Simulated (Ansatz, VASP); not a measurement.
## One calculation of Hf, two programs

File INCAR:

```
PREC     = Accurate       # precision mode
ENCUT    = 520            # plane-wave cutoff, eV
EDIFF    = 1E-6           # SCF threshold, eV
ISMEAR   = -1             # smearing method
SIGMA    = 0.05           # smearing width, eV
LREAL    = False          # projectors in reciprocal space
LASPH    = True           # aspherical terms in the spheres
NELM     = 60             # most SCF steps
ALGO     = Normal         # electronic algorithm
ISIF     = 2              # what is computed and relaxed
LWAVE    = False          # write WAVECAR
LCHARG   = False          # write CHGCAR
NBANDS   = 17             # bands
```

KPOINTS

```
regular mesh
0
Gamma
  10 10 5
```

POSCAR

```
Hf
1.0
    3.1967000000      0.0000000000      0.0000000000
   -1.5983500000      2.7684234083      0.0000000000
    0.0000000000      0.0000000000      5.0578000000
Hf
2
Direct
    0.6666666667      0.3333333333      0.7500000000
    0.3333333333      0.6666666667      0.2500000000
```

Contents of input.yaml:

```yaml
crystal:
  lattice:
    - [3.1967, 0.0, 0.0]
    - [-1.59835, 2.7684234083, 0.0]
    - [0.0, 0.0, 5.0578]
  atoms:
    - { symbol: Hf, position: [0.6666666667, 0.3333333333, 0.75] }
    - { symbol: Hf, position: [0.3333333333, 0.6666666667, 0.25] }
kpoints:
  mp_grid: { grid: [10, 10, 5] }
  band_path:
    path:
      - [0.0, 0.0, 0.0]
      - [0.5, 0.0, 0.0]
      - [0.3333333333, 0.3333333333, 0.0]
      - [0.0, 0.0, 0.0]
      - [0.0, 0.0, 0.5]
      - [0.5, 0.0, 0.5]
      - [0.3333333333, 0.3333333333, 0.5]
      - [0.0, 0.0, 0.5]
    npoints: 10
scf:
  occupations: { method: fermi_dirac, width: 0.05 }
hamiltonian:
  xc: lda
  pseudopotentials: { kind: all_electron, lapw: { basis_error: 0.001 } }
output:
  forces: true
  stress: true
  eigenvalues: true
```

Alike in both runs: functional LDA; k mesh 10 × 10 × 5; occupations fermi-dirac, width 0.05 eV; no spin polarisation.

|  | VASP | Ansatz |
| --- | --- | --- |
| version | VASP 6.6.1 | Ansatz 0.2.0 |
| potentials or method | VASP PAW LDA potentials, release 64 (Hf_pv) | all-electron LAPW, scalar-relativistic |
| plane-wave cutoff (eV) | 520 | see its input |
| task | single point | band structure |

Ansatz gave:

* gap on the k mesh at the Fermi level (eV): none
* pressure (GPa): -7.8
* largest component of the traceless stress (GPa): 0.30

Problem. Which values does VASP return?

Solution. gap on the k mesh at the Fermi level (eV): none; pressure (GPa): -7.8; largest component of the traceless stress (GPa): 0.31.

A gap of «none» marks a metal or a gap that the smearing closes. Ansatz ran all-electron here, so the differences hold the error of VASP's frozen core and of both bases.

Caveats: spin-orbit coupling is left out, which moves the levels of the heavy elements (Ansatz). The runs have no spin-orbit coupling, so splittings on Hf are missing.
